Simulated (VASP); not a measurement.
# 2H-MoTe2 monolayer and its bilayer

What are the lattice, gap and band positions of 2H-MoTe2 monolayer, and what does a second sheet change?

Calculated with VASP 6.6.1; PBE with D3(BJ), no spin polarisation; plane waves and PAW (Mo, Te), in the first sound run; inputs show where later runs differ.

## Step 1: Starting point

The cell holds 3 atoms: 1 Mo and 2 Te. Its edges and angles: a = 3.497 Å, b = 3.497 Å, c = 22.000 Å, α = 90.0°, β = 90.0°, γ = 120.0°. Vacuum lies along c.

## Step 2: A second relaxation

The plane waves were chosen for the start cell, so the relaxation is repeated from its end.

Contents of INCAR:

```
SYSTEM = Te2Mo
PREC = Normal
ENCUT = 350
EDIFF = 1E-06
NELM = 120
ISMEAR = 0
SIGMA = 0.03
LREAL = .FALSE.
ALGO = Normal
GGA = PE
IVDW = 12
NBANDS = 15
LASPH = .TRUE.
LORBIT = 11
LWAVE = .FALSE.
LCHARG = .FALSE.
KPAR = 4
IBRION = 2
NSW = 30
ISIF = 3
EDIFFG = -0.015
POTIM = 0.4
IDIPOL = 3
LDIPOL = .TRUE.
DIPOL = 0.5 0.5 0.5
LATTICE_CONSTRAINTS = .TRUE. .TRUE. .FALSE.
```

Contents of POSCAR:

```
Te2Mo
1.0
    3.4973337266      0.0000000000      0.0000000000
   -1.7486668633      3.0287798527      0.0000000000
    0.0000000000      0.0000000000     22.0000000000
Mo Te
1 2
Direct
    0.3333333333      0.6666666667      0.5000000000
    0.6666666667      0.3333333333      0.4174975803
    0.6666666667      0.3333333333      0.5825024197
```

Contents of KPOINTS:

```
Automatic mesh
0
Gamma
12 12 1
0 0 0
```

The projector-augmented-wave data sets are Mo and Te (PBE family, release 64).

The run is started by

```bash
$ mpirun -np 4 vasp_std
```

The program printed:

```text
[banner, memory and clock lines left out]
running    4 mpi-ranks, on    1 nodes
 distrk:  each k-point on    1 cores,    4 groups
 distr:  one band on    1 cores,    1 groups

 POSCAR found type information on POSCAR MoTe
 POSCAR found :  2 types and       3 ions
 LDA part: xc-table for (Slater+PW92), standard interpolation
 POSCAR, INCAR and KPOINTS ok, starting setup
 FFT: planning ... GRIDC
 FFT: planning ... GRID_SOFT
 FFT: planning ... GRID
 WAVECAR not read
 entering main loop
       N       E                     dE             d eps       ncg     rms          rms(c)
DAV:   1     0.946044365999E+02    0.94604E+02   -0.47257E+03   570   0.637E+02
DAV:   2    -0.100246407041E+02   -0.10463E+03   -0.98406E+02   939   0.135E+02
DAV:   3    -0.185143001115E+02   -0.84897E+01   -0.83952E+01   787   0.466E+01
DAV:   4    -0.187112592385E+02   -0.19696E+00   -0.19659E+00   750   0.887E+00
DAV:   5    -0.187152554078E+02   -0.39962E-02   -0.39961E-02   901   0.117E+00    0.159E+01
DAV:   6    -0.182787174112E+02    0.43654E+00   -0.19957E+00   647   0.861E+00    0.640E+00
DAV:   7    -0.182964230032E+02   -0.17706E-01   -0.23517E+00   703   0.101E+01    0.499E+00
DAV:   8    -0.180208840999E+02    0.27554E+00   -0.49259E-01   661   0.496E+00    0.137E+00
DAV:   9    -0.180185535044E+02    0.23306E-02   -0.10618E-01   738   0.194E+00    0.637E-01
DAV:  10    -0.180149024685E+02    0.36510E-02   -0.80892E-03   752   0.688E-01    0.215E-01
DAV:  11    -0.180141772693E+02    0.72520E-03   -0.10463E-03   745   0.185E-01    0.203E-01
DAV:  12    -0.180141654279E+02    0.11841E-04   -0.42702E-04   675   0.127E-01    0.422E-02
DAV:  13    -0.180141288818E+02    0.36546E-04   -0.50130E-04   738   0.103E-01    0.485E-02
DAV:  14    -0.180142982556E+02   -0.16937E-03   -0.26765E-05   633   0.336E-02    0.195E-02
DAV:  15    -0.180145270996E+02   -0.22884E-03   -0.29476E-05   654   0.300E-02    0.239E-02
DAV:  16    -0.180146199702E+02   -0.92871E-04   -0.66893E-06   682   0.149E-02    0.341E-03
DAV:  17    -0.180146671464E+02   -0.47176E-04   -0.17845E-06   638   0.574E-03    0.346E-03
DAV:  18    -0.180146979452E+02   -0.30799E-04   -0.12241E-06   608   0.414E-03    0.277E-03
DAV:  19    -0.180147014705E+02   -0.35253E-05   -0.72872E-08   586   0.146E-03    0.114E-03
DAV:  20    -0.180147041661E+02   -0.26956E-05   -0.94533E-08   544   0.108E-03    0.397E-04
DAV:  21    -0.180147044991E+02   -0.33295E-06   -0.14502E-08   551   0.466E-04
   1 F= -.19222947E+02 E0= -.19222947E+02  d E =-.192229E+02
 curvature:   0.00 expect dE= 0.000E+00 dE for cont linesearch  0.000E+00
 trial: gam= 0.00000 g(F)=  0.569E-06 g(S)=  0.376E-06 ort = 0.000E+00 (trialstep = 0.100E+01)
 search vector abs. value=  0.944E-06
 reached required accuracy - stopping structural energy minimisation
```

Wall time 9.2 s (4 MPI ranks of Intel Xeon Platinum 8259CL at 2.50GHz (Skylake/Cascade Lake), shared host); peak memory 0.79 GiB.

Lines that name or quote the potential files are left out of all logs, and their timing lines are given in words.

Parts of OUTCAR (step 2):

```text
ion  position               nearest neighbor table
   1  0.333  0.667  0.500-   2 2.72   3 2.72   2 2.72   3 2.72   2 2.72   3 2.72
   2  0.667  0.333  0.417-   1 2.72   1 2.72   1 2.72   3 3.63
   3  0.667  0.333  0.583-   1 2.72   1 2.72   1 2.72   2 3.63

  LATTYP: Found a hexagonal cell.
 ALAT       =     3.4973337266
 C/A-ratio  =     6.2905063456

 Subroutine GETGRP returns: Found 12 space group operations
 (whereof 12 operations were pure point group operations)

The static configuration has the point symmetry D_3h.

 Found     19 irreducible k-points:

   k-points           NKPTS =     19   k-points in BZ     NKDIM =     19   number of bands    NBANDS=     15

   dimension x,y,z NGX =    16 NGY =   16 NGZ =  108
   dimension x,y,z NGXF=    32 NGYF=   32 NGZF=  216

   ENCUT  =  350.0 eV  25.72 Ry    5.07 a.u.   5.33  5.33 33.56*2*pi/ulx,y,z

   NELECT =      18.0000    total number of electrons

 k-points in reciprocal lattice and weights: Automatic mesh
   0.00000000  0.00000000  0.00000000       0.007
   0.08333333  0.00000000  0.00000000       0.042
   0.16666667  0.00000000  0.00000000       0.042
   0.25000000  0.00000000  0.00000000       0.042
   0.33333333  0.00000000  0.00000000       0.042
   0.41666667  0.00000000  0.00000000       0.042
   0.50000000  0.00000000  0.00000000       0.021
   0.08333333  0.08333333  0.00000000       0.042
   0.16666667  0.08333333  0.00000000       0.083
[...]
0.33333333  0.25000000  0.00000000       0.083
   0.33333333  0.33333333  0.00000000       0.014

 dipolmoment           0.000000      0.000000      0.000000 electrons x Angstroem

 average (electrostatic) potential at core
       1 -44.2835       2 -95.2528       3 -95.2528

 E-fermi :  -0.9390

 k-point     1 :       0.0000    0.0000    0.0000
  band No.  band energies     occupation
    ...
      5      -2.7025      2.00000
      6      -2.7025      2.00000
      7      -1.9238      2.00000
      8      -1.9238      2.00000
      9      -1.6958      2.00000
     10       2.1620      0.00000
     11       2.1620      0.00000
     12       2.4245      0.00000
     13       2.4245      0.00000
     14       3.0473      0.00000
    ...

 k-point     2 :       0.0833    0.0000    0.0000
  band No.  band energies     occupation
    ...
      5      -2.9184      2.00000
      6      -2.6191      2.00000
      7      -2.0534      2.00000
      8      -1.8609      2.00000
      9      -1.6950      2.00000
     10       1.7332      0.00000
     11       1.8257      0.00000
     12       2.2052      0.00000
     13       2.2345      0.00000
     14       3.2154      0.00000
    ...

 k-point     3 :       0.1667    0.0000    0.0000
  band No.  band energies     occupation
    ...
      5      -3.5005      2.00000
      6      -2.3833      2.00000
      7      -2.3730      2.00000
      8      -1.9349      2.00000
      9      -1.7505      2.00000
     10       0.9084      0.00000
     11       1.1653      0.00000
     12       1.7027      0.00000
     13       2.3889      0.00000
     14       3.5317      0.00000
    ...

 Edisp (eV)   -1.20824

  Total      -0.00382    -0.00382    -0.05687    -0.00000     0.00000     0.00000
  in kB      -0.02627    -0.02627    -0.39096    -0.00000     0.00000     0.00000
  external pressure =       -0.15 kB  Pullay stress =        0.00 kB

  energy-cutoff  :      350.00
  volume of cell :      233.04
      direct lattice vectors                 reciprocal lattice vectors
     3.497333727  0.000000000  0.000000000     0.285932107  0.165082979  0.000000000
    -1.748666863  3.028779853  0.000000000     0.000000000  0.330165957  0.000000000
     0.000000000  0.000000000 22.000000000     0.000000000  0.000000000  0.045454545

 POSITION                                       TOTAL-FORCE (eV/Angst)
 -----------------------------------------------------------------------------------
     -0.00000      2.01919     11.00000         0.000000      0.000000      0.000000
      1.74867      1.00959      9.18495         0.000000      0.000000     -0.002715
      1.74867      1.00959     12.81505        -0.000000      0.000000      0.002715
 -----------------------------------------------------------------------------------
    total drift:                                0.000000     -0.000000      0.000000

  FREE ENERGIE OF THE ION-ELECTRON SYSTEM (eV)
  ---------------------------------------------------
  free  energy   TOTEN  =       -19.2229466014 eV

  energy  without entropy=      -19.2229466014  energy(sigma->0) =      -19.22294660

 reached required accuracy - stopping structural energy minimisation

 vacuum level on the upper side and lower side of the slab         3.669         3.669

 total charge
# of ion       s       p       d       tot
------------------------------------------
    1        0.361   0.445   4.391   5.197
    2        1.384   1.982   0.062   3.429
    3        1.384   1.982   0.062   3.429
--------------------------------------------------
tot          3.130   4.410   4.515  12.054

[... 3 further parts left out ...]
```

This run has no spin polarisation, although Mo can carry a moment. The gap is read on the k-mesh alone, so it is an upper bound where the band edges lie off the mesh. The data set Mo keeps the semicore shell frozen, which is cheaper and a little less accurate. The run keeps the 12 symmetry operations of its start, so it cannot find a distortion of lower symmetry.

Little changed from the start: no atom moved by 0.005 Å and no cell edge by 0.1 %.

Numbers from this step:

- electronic cycles: 21
- electrons: 18
- free energy (TOTEN): -19.22 eV
- Fermi energy: -0.939 eV
- metallic: no
- dipole moment: 0, 0, 0 e·Å
- gap on the k-mesh: 1.192 eV
- least direct gap on the k-mesh: 1.192 eV

The start already met the threshold, so nothing moved.

[end of part 1 of 8]

[Lines on the potential files, build, host, timing and source positions are cut from VASP's logs without a mark.]

[Logs are printed without paths, hosts, clocks, repeated set-up lines and the standing remarks that a program may print on its own settings, such as how far it seeks lower states.]

[Hosts, paths, dates, database ids (printed as entryN), source tags and the programs' standing remarks are cut or masked in the printed files.]

[Runs that stopped without an error message from VASP are left out.]
